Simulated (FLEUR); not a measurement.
# Al (P6_3/mmc) in FLEUR: a series of runs

One crystal, Al, is run at these levels: r2SCAN; tasks: band structure, equation of state.

Everything below comes from runs of FLEUR MaX-R8.1 (later development tree). Logs are shortened: lines on timing, memory, paths and dates and some standing lists are left out, and cuts for length are marked.

## (1) The structure

Symmetry: P6_3/mmc, No. 194, hexagonal system. The conventional cell has a = 2.812 Å, b = 2.812 Å, c = 4.867 Å, α = 90.00°, β = 90.00°, γ = 120.00°. Al (site symmetry -6m2) has 12 Al at 2.81 to 2.93 Å as nearest neighbours.

This isn't the form of Al at room conditions, which is fcc.

## (2) Band structure, r2SCAN

inp.xml

```xml
<?xml version="1.0" encoding="UTF-8" standalone="no"?>
<fleurInput fleurInputVersion="0.39">
   <comment>
      Al                                                                                                  
   </comment>
   <calculationSetup>
      <cutoffs Kmax="4.1" Gmax="12.7" GmaxXC="12.7" numbands="0"/>
      <scfLoop itmax="80" minDistance="0.0001" maxIterBroyd="30" imix="Anderson" alpha="0.05" precondParam="0.0" spinf="2.0" sdNocoIR="T"/>
      <coreElectrons ctail="F" frcor="F" kcrel="0" coretail_lmax="0"/>
      <xcFunctional name="LibXC" relativisticCorrections="F">
         <LibXCName exchange="mgga_x_r2scan" correlation="mgga_c_r2scan"/>
         <AuxGGA exchange="117" correlation="130"/>
      </xcFunctional>
      <magnetism jspins="1"/>
      <soc l_soc="F" theta="0.0" phi="0.0" spav="F"/>
      <expertModes spex="0" secvar="F"/>
      <geometryOptimization l_f="F" forcealpha="1.0" forcemix="BFGS" epsdisp="0.00001" epsforce="0.00001"/>
      <ldaU l_linMix="F" mixParam="0.05" spinf="1.0"/>
   </calculationSetup>
   <cell>
      <bzIntegration valenceElectrons="22.0" mode="hist" fermiSmearingEnergy="0.00183747">
         <kPointListSelection listName="default-1"/>
         <!-- k-points included here -->
         <xi:include xmlns:xi="http://www.w3.org/2001/XInclude" href="kpts.xml"> </xi:include>
      </bzIntegration>
      <!-- symmetry operations included here -->
      <xi:include xmlns:xi="http://www.w3.org/2001/XInclude" href="sym.xml"> </xi:include>
      <bulkLattice scale="1.0">
         <bravaisMatrix>
            <row-1>    5.3147703520006262     0.0000000000000000     0.0000000000000000</row-1>
            <row-2>   -2.6573851759058265     4.6027261400968564     0.0000000000000000</row-2>
            <row-3>    0.0000000000000000     0.0000000000000000     9.1970135895095098</row-3>
         </bravaisMatrix>
      </bulkLattice>
   </cell>
   <atomSpecies>
      <species name="Aluminum (Al)" element="Al" atomicNumber="13">
         <mtSphere radius="2.46" gridPoints="813" logIncrement="0.014"/>
         <atomicCutoffs lmax="10" lnonsphr="10"/>
         <electronConfig flipSpins="F">
            <coreConfig>(1s1/2)</coreConfig>
            <valenceConfig>(2s1/2) (2p1/2) (2p3/2) (3s1/2) (3p1/2) (3p3/2)</valenceConfig>
            <stateOccupation state="(3p1/2)" spinUp="0.166667" spinDown="0.166667"/>
            <stateOccupation state="(3p3/2)" spinUp="0.333333" spinDown="0.333333"/>
         </electronConfig>
         <energyParameters s="3" p="3" d="3" f="4"/>
         <lo type="SCLO" l="0" n="2" eDeriv="0"/>
         <lo type="SCLO" l="1" n="2" eDeriv="0"/>
         <lo type="SCLO" l="2" n="3" eDeriv="2"/>
         <lo type="SCLO" l="3" n="4" eDeriv="2"/>
      </species>
   </atomSpecies>
   <atomGroups>
      <atomGroup species="Aluminum (Al)">
         <relPos label="                   1">1.000/3.000 -1.000/3.000 1.000/4.000</relPos>
         <relPos label="                   2">-1.000/3.000 1.000/3.000 -1.000/4.000</relPos>
         <force calculate="T" relaxXYZ="TTT"/>
      </atomGroup>
   </atomGroups>
   <output dos="F" band="F" slice="F">
      <checks vchk="F" cdinf="F"/>
      <bandDOS minEnergy="-.5*Htr" maxEnergy="0.5*Htr" sigma="0.015" storeEVData="T"/>
      <vacuumDOS vacdos="F" integ="F" star="F" nstars="0" locx1="0.0" locy1="0.0" locx2="0.0" locy2="0.0" nstm="0" tworkf="0.0"/>
      <unfoldingBand unfoldBand="F" supercellX="1" supercellY="1" supercellZ="1"/>
      <plotting iplot="0" polar="F">
         <plot TwoD="T" vec1="  1.0  0.0  0.0" vec2="  0.0  1.0  0.0" vec3="  0.0  0.0  1.0" zero="  0.0  0.0  0.0" file="plot"/>
      </plotting>
      <chargeDensitySlicing numkpt="0" minEigenval="0.0" maxEigenval="0.0" nnne="0" pallst="F"/>
      <specialOutput eonly="F"/>
      <moessbauerParams electricFieldGradient="T" isomerShift="T" coreHyperfine="T" valenceHyperfine="T"/>
      <magneticCircularDichroism mcd="F" energyLo="-10.0" energyUp="0.0"/>
   </output>
  <!-- We include the file relax.xml here to enable relaxations (see documentation) -->
  <xi:include xmlns:xi="http://www.w3.org/2001/XInclude" href="relax.xml"> <xi:fallback/> </xi:include>
</fleurInput>
```

crystal.txt

```
Al
&input cartesian=F /
2.8124553515  0.0000000000  0.0000000000
-1.4062276757  2.4356577814  0.0000000000
0.0000000000  0.0000000000  4.8668500000
1.8897261246
1.0 1.0 1.0

2
13 0.3333333334  0.6666666668  0.2500000000
13 0.6666666668  0.3333333334  0.7500000000

&kpt div1=11 div2=11 div3=6 gamma=T /
```

inp.xml (bands)

```
<?xml version="1.0" encoding="UTF-8" standalone="no"?>
<fleurInput fleurInputVersion="0.39">
   <comment>
      Al                                                                                                  
   </comment>
   <calculationSetup>
      <cutoffs Kmax="4.1" Gmax="12.7" GmaxXC="12.7" numbands="0"/>
      <scfLoop itmax="80" minDistance="0.0001" maxIterBroyd="30" imix="Anderson" alpha="0.05" precondParam="0.0" spinf="2.0" sdNocoIR="T"/>
      <coreElectrons ctail="F" frcor="F" kcrel="0" coretail_lmax="0"/>
      <xcFunctional name="LibXC" relativisticCorrections="F">
         <LibXCName exchange="mgga_x_r2scan" correlation="mgga_c_r2scan"/>
         <AuxGGA exchange="117" correlation="130"/>
      </xcFunctional>
      <magnetism jspins="1"/>
      <soc l_soc="F" theta="0.0" phi="0.0" spav="F"/>
      <expertModes spex="0" secvar="F"/>
      <geometryOptimization l_f="F" forcealpha="1.0" forcemix="BFGS" epsdisp="0.00001" epsforce="0.00001"/>
      <ldaU l_linMix="F" mixParam="0.05" spinf="1.0"/>
   </calculationSetup>
   <cell>
      <bzIntegration valenceElectrons="22.0" mode="hist" fermiSmearingEnergy="0.00183747">
         <kPointListSelection listName="path-1"/>
         <!-- k-points included here -->
         <xi:include xmlns:xi="http://www.w3.org/2001/XInclude" href="kpts.xml"> </xi:include>
      </bzIntegration>
      <!-- symmetry operations included here -->
      <xi:include xmlns:xi="http://www.w3.org/2001/XInclude" href="sym.xml"> </xi:include>
      <bulkLattice scale="1.0">
         <bravaisMatrix>
            <row-1>    5.3147703520006262     0.0000000000000000     0.0000000000000000</row-1>
            <row-2>   -2.6573851759058265     4.6027261400968564     0.0000000000000000</row-2>
            <row-3>    0.0000000000000000     0.0000000000000000     9.1970135895095098</row-3>
         </bravaisMatrix>
      </bulkLattice>
   </cell>
   <atomSpecies>
      <species name="Aluminum (Al)" element="Al" atomicNumber="13">
         <mtSphere radius="2.46" gridPoints="813" logIncrement="0.014"/>
         <atomicCutoffs lmax="10" lnonsphr="10"/>
         <electronConfig flipSpins="F">
            <coreConfig>(1s1/2)</coreConfig>
            <valenceConfig>(2s1/2) (2p1/2) (2p3/2) (3s1/2) (3p1/2) (3p3/2)</valenceConfig>
            <stateOccupation state="(3p1/2)" spinUp="0.166667" spinDown="0.166667"/>
            <stateOccupation state="(3p3/2)" spinUp="0.333333" spinDown="0.333333"/>
         </electronConfig>
         <energyParameters s="3" p="3" d="3" f="4"/>
         <lo type="SCLO" l="0" n="2" eDeriv="0"/>
         <lo type="SCLO" l="1" n="2" eDeriv="0"/>
         <lo type="SCLO" l="2" n="3" eDeriv="2"/>
         <lo type="SCLO" l="3" n="4" eDeriv="2"/>
      </species>
   </atomSpecies>
   <atomGroups>
      <atomGroup species="Aluminum (Al)">
         <relPos label="                   1">1.000/3.000 -1.000/3.000 1.000/4.000</relPos>
         <relPos label="                   2">-1.000/3.000 1.000/3.000 -1.000/4.000</relPos>
         <force calculate="T" relaxXYZ="TTT"/>
      </atomGroup>
   </atomGroups>
   <output dos="F" band="T" slice="F">
      <checks vchk="F" cdinf="F"/>
      <bandDOS minEnergy="-.5*Htr" maxEnergy="0.5*Htr" sigma="0.015" storeEVData="T"/>
      <vacuumDOS vacdos="F" integ="F" star="F" nstars="0" locx1="0.0" locy1="0.0" locx2="0.0" locy2="0.0" nstm="0" tworkf="0.0"/>
      <unfoldingBand unfoldBand="F" supercellX="1" supercellY="1" supercellZ="1"/>
      <plotting iplot="0" polar="F">
         <plot TwoD="T" vec1="  1.0  0.0  0.0" vec2="  0.0  1.0  0.0" vec3="  0.0  0.0  1.0" zero="  0.0  0.0  0.0" file="plot"/>
      </plotting>
      <chargeDensitySlicing numkpt="0" minEigenval="0.0" maxEigenval="0.0" nnne="0" pallst="F"/>
      <specialOutput eonly="F"/>
      <moessbauerParams electricFieldGradient="T" isomerShift="T" coreHyperfine="T" valenceHyperfine="T"/>
      <magneticCircularDichroism mcd="F" energyLo="-10.0" energyUp="0.0"/>
   </output>
  <!-- We include the file relax.xml here to enable relaxations (see documentation) -->
  <xi:include xmlns:xi="http://www.w3.org/2001/XInclude" href="relax.xml"> <xi:fallback/> </xi:include>
</fleurInput>
```

Potentials or basis: all-electron, FLAPW.

Command:

```sh
$ inpgen -f crystal.txt -profile fastHighL
$ # inp.xml edited to the form shown
$ fleur_MPI
$ fleur_MPI   # second run, on inp.xml (bands)
```

Output:

```text
Welcome to FLEUR        (www.flapw.de)
      MaX-Release 8.1          (www.max-centre.eu)
 func_ids         498         497         498         497
 MetaGGA potential functional detected - V_tau will be computed
 Auxiliary Potential for radial basis: exchange=         117  correlation=         130
The functional 'Re-regularized SCAN exchange by Furness et al' is an exchange functional, it belongs to the 'MGGA' family and is defined in the reference(s):
[1] J. W. Furness, A. D. Kaplan, J. Ning, J. P. Perdew, and J. Sun.,  J. Phys. Chem. Lett. 11, 8208-8215 (2020)
[2] J. W. Furness, A. D. Kaplan, J. Ning, J. P. Perdew, and J. Sun.,  J. Phys. Chem. Lett. 11, 9248-9248 (2020)
The functional 'Re-regularized SCAN correlation by Furness et al' is a correlation functional, it belongs to the 'MGGA' family and is defined in the reference(s):
[1] J. W. Furness, A. D. Kaplan, J. Ning, J. P. Perdew, and J. Sun.,  J. Phys. Chem. Lett. 11, 8208-8215 (2020)
[2] J. W. Furness, A. D. Kaplan, J. Ning, J. P. Perdew, and J. Sun.,  J. Phys. Chem. Lett. 11, 9248-9248 (2020)
 Using same functional for VXC and EXC

 ========== k-point set info ==========
 Selected k-point list: default-1
 k-point list type: mesh
 11 x 11 x 6
 Number of k points: 64

 ------------Calculation Setup---------------------------
 Number of MPI-tasks      :            1
 Number of PE/node        :            1
 Number of OMP-threads    :            1
 Most efficient MPI parallelization for:
           1           2           4           8          16          32          64
 Additional eigenvalue parallelization possible
 Number of basis functions:          334
 Approximate size of matrices (H+S) per k-point:         0.002 GB
 --------------------------------------------------------
The functional 'Hammer, Hansen, and Norskov' is an exchange functional, it belongs to the 'GGA' family and is defined in the reference(s):
[1] B. Hammer, L. B. Hansen, and J. K. Nørskov.,  Phys. Rev. B 59, 7413 (1999)
The functional 'Perdew, Burke & Ernzerhof' is a correlation functional, it belongs to the 'GGA' family and is defined in the reference(s):
[1] J. P. Perdew, K. Burke, and M. Ernzerhof.,  Phys. Rev. Lett. 77, 3865 (1996)
[2] J. P. Perdew, K. Burke, and M. Ernzerhof.,  Phys. Rev. Lett. 78, 1396 (1997)
 Using same functional for VXC and EXC
 Using auxiliary GGA potential for the first iteration of MetaGGA calculation.
 Reset of history
 Reset of history
 Iteration:     1   Distance:      11.40160231 me/bohr^3
The functional 'Hammer, Hansen, and Norskov' is an exchange functional, it belongs to the 'GGA' family and is defined in the reference(s):
[1] B. Hammer, L. B. Hansen, and J. K. Nørskov.,  Phys. Rev. B 59, 7413 (1999)
The functional 'Perdew, Burke & Ernzerhof' is a correlation functional, it belongs to the 'GGA' family and is defined in the reference(s):
[1] J. P. Perdew, K. Burke, and M. Ernzerhof.,  Phys. Rev. Lett. 77, 3865 (1996)
[2] J. P. Perdew, K. Burke, and M. Ernzerhof.,  Phys. Rev. Lett. 78, 1396 (1997)
 Using same functional for VXC and EXC
 Iteration:     2   Distance:      11.10433133 me/bohr^3
The functional 'Hammer, Hansen, and Norskov' is an exchange functional, it belongs to the 'GGA' family and is defined in the reference(s):
[1] B. Hammer, L. B. Hansen, and J. K. Nørskov.,  Phys. Rev. B 59, 7413 (1999)
The functional 'Perdew, Burke & Ernzerhof' is a correlation functional, it belongs to the 'GGA' family and is defined in the reference(s):
[1] J. P. Perdew, K. Burke, and M. Ernzerhof.,  Phys. Rev. Lett. 77, 3865 (1996)
[2] J. P. Perdew, K. Burke, and M. Ernzerhof.,  Phys. Rev. Lett. 78, 1396 (1997)
 Using same functional for VXC and EXC
 Iteration:     3   Distance:      10.51515827 me/bohr^3
The functional 'Hammer, Hansen, and Norskov' is an exchange functional, it belongs to the 'GGA' family and is defined in the reference(s):
[1] B. Hammer, L. B. Hansen, and J. K. Nørskov.,  Phys. Rev. B 59, 7413 (1999)
The functional 'Perdew, Burke & Ernzerhof' is a correlation functional, it belongs to the 'GGA' family and is defined in the reference(s):
[1] J. P. Perdew, K. Burke, and M. Ernzerhof.,  Phys. Rev. Lett. 77, 3865 (1996)
[2] J. P. Perdew, K. Burke, and M. Ernzerhof.,  Phys. Rev. Lett. 78, 1396 (1997)
 Using same functional for VXC and EXC
 Iteration:     4   Distance:       0.78654324 me/bohr^3
The functional 'Hammer, Hansen, and Norskov' is an exchange functional, it belongs to the 'GGA' family and is defined in the reference(s):
[1] B. Hammer, L. B. Hansen, and J. K. Nørskov.,  Phys. Rev. B 59, 7413 (1999)
The functional 'Perdew, Burke & Ernzerhof' is a correlation functional, it belongs to the 'GGA' family and is defined in the reference(s):
[1] J. P. Perdew, K. Burke, and M. Ernzerhof.,  Phys. Rev. Lett. 77, 3865 (1996)
[2] J. P. Perdew, K. Burke, and M. Ernzerhof.,  Phys. Rev. Lett. 78, 1396 (1997)
 Using same functional for VXC and EXC
 Iteration:     5   Distance:       0.52771546 me/bohr^3
The functional 'Hammer, Hansen, and Norskov' is an exchange functional, it belongs to the 'GGA' family and is defined in the reference(s):
[... 18 lines left out ...]
 Using same functional for VXC and EXC
 Iteration:     8   Distance:       0.00736865 me/bohr^3
The functional 'Hammer, Hansen, and Norskov' is an exchange functional, it belongs to the 'GGA' family and is defined in the reference(s):
[1] B. Hammer, L. B. Hansen, and J. K. Nørskov.,  Phys. Rev. B 59, 7413 (1999)
The functional 'Perdew, Burke & Ernzerhof' is a correlation functional, it belongs to the 'GGA' family and is defined in the reference(s):
[1] J. P. Perdew, K. Burke, and M. Ernzerhof.,  Phys. Rev. Lett. 77, 3865 (1996)
[2] J. P. Perdew, K. Burke, and M. Ernzerhof.,  Phys. Rev. Lett. 78, 1396 (1997)
 Using same functional for VXC and EXC
 Iteration:     9   Distance:       0.00070461 me/bohr^3
The functional 'Hammer, Hansen, and Norskov' is an exchange functional, it belongs to the 'GGA' family and is defined in the reference(s):
[1] B. Hammer, L. B. Hansen, and J. K. Nørskov.,  Phys. Rev. B 59, 7413 (1999)
The functional 'Perdew, Burke & Ernzerhof' is a correlation functional, it belongs to the 'GGA' family and is defined in the reference(s):
[1] J. P. Perdew, K. Burke, and M. Ernzerhof.,  Phys. Rev. Lett. 77, 3865 (1996)
[2] J. P. Perdew, K. Burke, and M. Ernzerhof.,  Phys. Rev. Lett. 78, 1396 (1997)
 Using same functional for VXC and EXC
 Iteration:    10   Distance:       0.00066614 me/bohr^3
The functional 'Hammer, Hansen, and Norskov' is an exchange functional, it belongs to the 'GGA' family and is defined in the reference(s):
[1] B. Hammer, L. B. Hansen, and J. K. Nørskov.,  Phys. Rev. B 59, 7413 (1999)
The functional 'Perdew, Burke & Ernzerhof' is a correlation functional, it belongs to the 'GGA' family and is defined in the reference(s):
[1] J. P. Perdew, K. Burke, and M. Ernzerhof.,  Phys. Rev. Lett. 77, 3865 (1996)
[2] J. P. Perdew, K. Burke, and M. Ernzerhof.,  Phys. Rev. Lett. 78, 1396 (1997)
 Using same functional for VXC and EXC
 Iteration:    11   Distance:       0.00009614 me/bohr^3

 ********************************************************************
 Run finished successfully
 Stop message:
   all done
 ********************************************************************
```

It took 32 s on 1 thread of Arm Neoverse V1, shared host; peak memory 0.08 GiB.

What came out:

* Free energy: -13220.5294 eV
* Band gap along the path: none (metal or under the smearing width)
* Valence electrons inside the program's atomic spheres: Al 9.69 (radii Al 2.46 bohr)

Levels at the corners of the path, in eV from the Fermi level:
```csv
point,band 9,band 10,band 11,band 12,band 13,band 14,band 15
Γ,-11.83,-5.33,-5.30,11.79,12.26,12.26,12.36
M,-5.38,-5.34,0.57,0.68,1.35,1.53,6.67
K,-3.29,-3.28,-3.28,2.11,2.61,2.61,4.06
Γ,-11.83,-5.33,-5.30,11.79,12.26,12.26,12.36
A,-10.18,-10.18,2.51,2.51,13.22,13.22,13.22
L,-4.18,-4.18,-3.24,-3.24,7.78,7.78,8.09
H,-2.39,-2.39,-1.73,-1.73,-0.61,-0.61,9.93
A,-10.18,-10.18,2.51,2.51,13.22,13.22,13.22
L,-4.18,-4.18,-3.24,-3.24,7.78,7.78,8.09
M,-5.38,-5.34,0.57,0.68,1.35,1.53,6.67
K,-3.29,-3.28,-3.28,2.11,2.61,2.61,4.06
H,-2.39,-2.39,-1.73,-1.73,-0.61,-0.61,9.93
```

Core levels (eV from the Fermi level):
```tsv
atom	levels
1 Al	1s1/2 -1506.6
2 Al	1s1/2 -1506.6
```

Caveat: the meta-GGA is that of a development version, with a GGA for the radial functions and cores and without core tails.

## (3) Equation of state, r2SCAN, 15.67 Å³/atom (volume scaled by 0.94)

inp.xml: that of step 2 with these lines changed.

```diff
@@ -27,3 +27,3 @@
       <xi:include xmlns:xi="http://www.w3.org/2001/XInclude" href="sym.xml"> </xi:include>
-      <bulkLattice scale="1.0">
+      <bulkLattice scale="0.9795861087">
          <bravaisMatrix>
@@ -37,3 +37,3 @@
       <species name="Aluminum (Al)" element="Al" atomicNumber="13">
-         <mtSphere radius="2.46" gridPoints="813" logIncrement="0.014"/>
+         <mtSphere radius="2.39" gridPoints="813" logIncrement="0.014"/>
          <atomicCutoffs lmax="10" lnonsphr="10"/>
```

Potentials or basis: all-electron, FLAPW.

Command:

```sh
$ inpgen -f crystal.txt -profile fastHighL
$ # inp.xml edited to the form shown
$ fleur_MPI
```

Run time: 27 s. Hardware: 1 thread of Arm Neoverse V1, shared host; peak memory 0.08 GiB.

Results (log left out):

```
Free energy                                           : -13220.5322 eV
Band gap on the k mesh                                : none (metal or under the smearing width)
Valence electrons inside the program's atomic spheres : Al 9.62 (radii Al 2.39 bohr)
```

Caveat: the meta-GGA is that of a development version, with a GGA for the radial functions and cores and without core tails.

## (4) Equation of state, r2SCAN, 16.00 Å³/atom (volume scaled by 0.96)

inp.xml: that of step 3 with these lines changed.

```diff
@@ -27,3 +27,3 @@
       <xi:include xmlns:xi="http://www.w3.org/2001/XInclude" href="sym.xml"> </xi:include>
-      <bulkLattice scale="0.9795861087">
+      <bulkLattice scale="0.9864848297">
          <bravaisMatrix>
```

Command:

```sh
$ inpgen -f crystal.txt -profile fastHighL
$ # inp.xml edited to the form shown
$ fleur_MPI
```

Run time: 27 s. Hardware: 1 thread of Arm Neoverse V1, shared host; peak memory 0.09 GiB.

It converged, with:

```
Free energy                                           : -13220.5392 eV
Band gap on the k mesh                                : none (metal or under the smearing width)
Valence electrons inside the program's atomic spheres : Al 9.60 (radii Al 2.39 bohr)
```

Caveat: the meta-GGA is that of a development version, with a GGA for the radial functions and cores and without core tails.

[end of part 1 of 2]
